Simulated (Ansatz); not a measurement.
# AlN: LAPW beside PAW, part 2 of 2

Aim: solve AlN at one geometry with full-potential LAPW, PAW with frozen cores and all-electron PAW on datasets made for the crystal, and see where they agree.

Ansatz 0.2.0; DFT LDA; a database cell (COD). «Crystal datasets» are all-electron PAW datasets made for this crystal. Earlier steps stand in the parts before.

## (4) All-electron PAW on datasets made for the crystal

input.yaml

```yaml
crystal:
  lattice:
    - [0.0, 1.978, 1.978]
    - [1.978, 0.0, 1.978]
    - [1.978, 1.978, 0.0]
  atoms:
    - { symbol: Al, position: [0.0, 0.0, 0.0] }
    - { symbol: "N", position: [0.5, 0.5, 0.5] }
kpoints:
  mp_grid: { grid: [10, 10, 10] }
  band_path:
    path:
      - [0.0, 0.0, 0.0]
      - [0.5, 0.0, 0.5]
      - [0.625, 0.25, 0.625]
      - [0.375, 0.375, 0.75]
      - [0.0, 0.0, 0.0]
      - [0.5, 0.5, 0.5]
      - [0.5, 0.25, 0.75]
      - [0.5, 0.0, 0.5]
    npoints: 8
scf:
  occupations: { method: fermi_dirac, width: 0.02 }
hamiltonian:
  xc: lda
  pseudopotentials: { kind: all_electron, datasets: crystal }
output:
  forces: true
  stress: true
  eigenvalues: true
  efg: { contact_densities: true }
```

Run with:

```sh
$ ansatz run input.yaml --threads 1 --pin off --max-ram 3072MiB --backend cpu --events-out ev --progress --plain --runs-dir out
```

Standard output:

```text
hamiltonian.pseudopotentials.datasets: crystal makes datasets for this crystal and solves the spheres of its atoms anew in each pass: cutoff 380.0 eV, the density's 1520.0 eV; for an error of 0.50 meV an atom under PBE, 1.0 meV for the cell; an energy difference from a run of another recipe may be off by several times the error for the cell, under r2SCAN by more, where some 0.1 meV an atom stays at smaller errors; N in spheres of 1.021 Å, 5 of its electrons in bands; Al in spheres of 0.953 Å, 3 of its electrons in bands, 8 on its site; only band paths and densities of states list, in semicore columns, the levels of the semicore shells that are solved separately: 2s of Al, 2p of Al
Engine: ansatz 0.2.0
Pseudopotentials: kind: all_electron
Pseudopotential: Al, paw, valence charge 11, recommended cutoff 380 eV (normal), Koelling and Harmon's equation, gaussian nucleus
Pseudopotential: N, paw, valence charge 5, recommended cutoff 380 eV (normal), Koelling and Harmon's equation, gaussian nucleus
Functional definition: SPW92
  exchange = slater_x
  correlation = pw_c
Crystal: 2 atoms, lattice volume = 15.478 Å³
Basis set: ecut = 380 eV, 259 PW (Γ)
Bands: 8, of which v1, the nominal top of the filled ones, is band 4 counted from 1 (3 counted from 0)
Symmetry: 48 space group operations
Space group: Fm-3m (ITA 225), of the structure as read, at distance tolerance 2.5e-5 Å
k-points: 47 of 1000
Non-local potential: Al, projectors of the file, l = 0: 1, l = 1: 1
Non-local potential: N, projectors of the file, l = 0: 1, l = 1: 2
PAW form: soft (Blöchl's): semilocal exchange-correlation on the pseudo side does not see the compensation charge
PAW one-centre angular grid: Al, 110 points (default); XC on its mesh's 1881 points in the sphere
PAW one-centre angular grid: N, 110 points (default); XC on its mesh's 1963 points in the sphere
Initial density: superposition of atomic densities (neutral atoms: chi_scale 0, normalization atom)
Initial wavefunctions: pseudopotential atomic-orbital guess
Functional: x = slater, c = lda
iter 1 solved again at ethr=7.00e-2 eV; its pass at ethr=1.00e-1 eV (dr2=5.60e0 eV) is discarded
SCF iter   1: F=—  HF=-8067.548199 eV  |F-HF|=—  |Δ(HF+E_count)|=         —  Δρ=1.83e-1  dr2=5.33e0  ethr=7.00e-2  ⟨swp⟩=2.1  Hψ=2173  notcnv=0
preconditioner: auto → none  [insulator: Δε(μ)=7.550 eV  Ē_g=18.639 eV  σ=0.020 eV  W_gap=1.00  n_scr=0 (ndim 8)  ℏωp=26.7 eV  f_vac=0.000  D(μ)=0.00/eV (n_scr^D=0)  ε∞_Penn≈3.1]
iter 2 solved again at ethr=4.99e-3 eV; its pass at ethr=6.66e-2 eV (dr2=3.99e-1 eV) is discarded
SCF iter   2: F=—  HF=-8066.032403 eV  |F-HF|=—  |Δ(HF+E_count)|=    1.52e0  Δρ=7.21e-2  dr2=4.21e-1  ethr=4.99e-3  ⟨swp⟩=2.1  Hψ=1711  notcnv=0
SCF iter   3: F=—  HF=-8065.904627 eV  |F-HF|=—  |Δ(HF+E_count)|=   1.28e-1  Δρ=1.83e-2  dr2=2.73e-2  ethr=4.99e-3  ⟨swp⟩=3.0  Hψ=883  notcnv=0
SCF iter   4: F=—  HF=-8065.905546 eV  |F-HF|=—  |Δ(HF+E_count)|=   9.20e-4  Δρ=2.91e-3  dr2=1.36e-3  ethr=3.42e-4  ⟨swp⟩=2.0  Hψ=754  notcnv=0  defer=1
SCF iter   5: F=—  HF=-8065.905762 eV  |F-HF|=—  |Δ(HF+E_count)|=   2.16e-4  Δρ=3.38e-4  dr2=5.80e-6  ethr=1.69e-5  ⟨swp⟩=2.3  Hψ=970  notcnv=0  defer=1
SCF iter   6: F=—  HF=-8065.905767 eV  |F-HF|=—  |Δ(HF+E_count)|=   5.18e-6  Δρ=9.03e-5  dr2=5.08e-7  ethr=7.24e-8  ⟨swp⟩=3.0  Hψ=906  notcnv=0  defer=1
SCF iter   7: F=-8065.905767 eV  HF=-8065.905767 eV  |F-HF|=1.45e-8  |Δ(HF+E_count)|=   1.82e-8  Δρ=1.58e-5  dr2=1.68e-8  ethr=6.35e-9  ⟨swp⟩=2.9  Hψ=626  notcnv=0
SCF 1 converged in 7 iterations: F = -8065.905766 eV  dr2 = 1.68e-8
  Residual-converged pass: ⟨swp⟩=3.2  Hψ=749  notcnv=0  max |occ|·‖R‖ = 5.3e-6 eV (tolerance 5.3e-6 eV)  dr2=1.56e-8  dr2_onsite=1.19e-8  max |Δocc| = 0.0e0
NSCF: frozen V_eff on 57 k-points
SCF converged after 7 iterations
Free energy (F): -8065.905766 eV
Harris-Foulkes:  -8065.905766 eV  (|F-HF|=1.45e-8)
Internal energy: -8065.905766 eV  (E = F + TS)
E sigma→0 (E₀):  -8065.905766 eV
Past the cutoff: the bands carry plane waves up to 1.75 times it, of which those up to 1.5 times it add -0.000095 eV an atom, each by itself; the spheres take 0.000054 eV an atom off the energy for waves past 1.75 times it
By the cutoff:   a pressure is off by up to 0.007 GPa (1.2 times the spheres' own share and the shells' term, over an atom's volume, and 0.004 GPa: a bound that held against runs at twice the plane waves)
Past the cutoffs: a stress includes 0.0027 GPa for waves and charges beyond them, in addition to the slope of what the spheres take
In the spheres:  the bands' charges fall short by 2.1e-6 e at most (sound up to 1e-3), those of shells solved beside the bands by 2.1e-7 e (sound up to 5e-4)
Fermi energy:    16.503024 eV
--- Per-component energies (eV) ---
  The terms above E_closure are by the made datasets' own strengths, without shells solved beside the bands.
--- Forces (eV/Å), atoms counted from 1 ---
  atom   1  Al     0.00000000     0.00000000    -0.00000000
  atom   2  N      0.00000000    -0.00000000     0.00000000
  max |Σ_I F_I| component: 7.81e-30 eV/Å
--- Stress (GPa, compression-positive) ---
       12.455124      -0.000000      -0.000000
        0.000000      12.455124       0.000000
        0.000000       0.000000      12.455124
  P = ⅓ Tr σ = 12.4551 GPa (124.551 kbar)
  It holds what live shells' own plane waves past their cutoff add
--- PAW observables at the nuclei: V_zz in 10²¹ V/m², potentials from the cell's mean, atoms counted from 1 ---
  atom   1  Al V_zz =    +0.000000   η = 0.0000   by run symmetry: forbidden
            electrostatic potential = -1232.577396 V   contact ρ = 9984.839621 e/Å³
  atom   2  N  V_zz =    +0.000000   η = 0.0000   by run symmetry: forbidden
            electrostatic potential = -519.368557 V   contact ρ = 1388.698413 e/Å³
--- Band table (eV; the first three rows and the last of 47) ---
  k-point 0: bands = ["-4.0548", "13.9630", "13.9630", "13.9630", "20.6991", "26.1993"]
  k-point 1: bands = ["-3.8338", "12.9498", "13.8252", "13.8252", "21.2549", "25.3244"]
  k-point 2: bands = ["-3.1891", "10.7340", "13.4923", "13.4923", "21.6392", "25.0676"]
  k-point 46: bands = ["0.8242", "7.2550", "8.5914", "9.9391", "22.0830", "23.3722"]
```

It took 6.1 s on 1 thread of Arm Neoverse V1, shared host; peak memory 0.34 GiB.

This run gives: pressure 12.46 GPa; gap 5.09 eV, indirect from Γ to X.

```tsv
atom	contact density (e/Å³)
Al1	9984.84
N2	1388.698
```

## (5) The methods compared

Highest filled and lowest empty level at the labelled points (eV from each run's valence-band top):

```tsv
point	LAPW top	LAPW bottom	PAW top	PAW bottom	crystal datasets top	crystal datasets bottom
Γ	0.00	6.74	0.00	6.73	0.00	6.74
X	-2.98	5.09	-2.98	5.07	-2.98	5.09
U	-2.47	6.14	-2.47	6.15	-2.47	6.14
K	-2.47	6.14	-2.47	6.15	-2.47	6.14
Γ	0.00	6.74	0.00	6.73	0.00	6.74
L	-1.20	6.55	-1.21	6.57	-1.20	6.55
W	-4.12	8.63	-4.12	8.64	-4.12	8.63
X	-2.98	5.09	-2.98	5.07	-2.98	5.09
```

```
          method  pressure (GPa)  gap (eV)  SCF cycles, all passes
            LAPW           12.45      5.09                       7
             PAW           12.44      5.07                       6
crystal datasets           12.46      5.09                       7
```

## (6) What came out

The summary covers parts 1 to 2.

```
           quantity                                              value
           pressure  LAPW 12.45, PAW 12.44, crystal datasets 12.46 GPa
         gap (LAPW)                      5.09 eV, indirect from Γ to X
Bader charges (PAW)                              Al1 +2.48, N2 -2.48 e
  highest ELF (PAW)                                0.84, 0.79 Å from N
```

In words: The pressure of 12.5 GPa pushes the cell to expand, with the atoms held in place. The gap is 5.09 eV, indirect from Γ to X. It is the Kohn-Sham gap of a semilocal functional, which mostly lies below the gap found in experiment. N 2p states make 95 % of the projected weight in the top eV of the valence band. The projection holds only the free atom's occupied shells (Al 3s, Al 3p, N 2s, N 2p in this range). In pressure, PAW differs from LAPW by -0.01 GPa and -0.02 eV in the gap.
